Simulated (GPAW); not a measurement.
The system is KMgF3.

```
CELL_PARAMETERS angstrom
3.98590 0.00000 0.00000
0.00000 3.98590 0.00000
0.00000 0.00000 3.98590
ATOMIC_POSITIONS crystal
K 0.50000 0.50000 0.50000
Mg 0.00000 0.00000 0.00000
F 0.00000 0.00000 0.50000
F 0.00000 0.50000 0.00000
F 0.50000 0.00000 0.00000
```

Base run:

```yaml
Program: GPAW 26.7.0
Functional: PBEsol
Potentials_or_basis: PAW data sets generated in the run's folder for this functional
Cutoff: 650 eV
Basis: pw
k_mesh: 6 × 6 × 6
Occupations: fermi-dirac, width 0.001 eV
Spin: no spin polarisation
```

Its results: band gap on the k mesh 7.13 eV, indirect (least direct gap 7.46 eV).

Question: The run is repeated on the same cell with these changes: functional from PBEsol to AM05. What comes out?

Answer: Band gap on the k mesh 7.32 eV, indirect (least direct gap 7.64 eV).

Caveats: the long-wavelength limit can be off by a per cent or two; an odd mesh through Γ misses points on the zone boundary, where band edges often lie.

Not every run made on this cell is shown here.
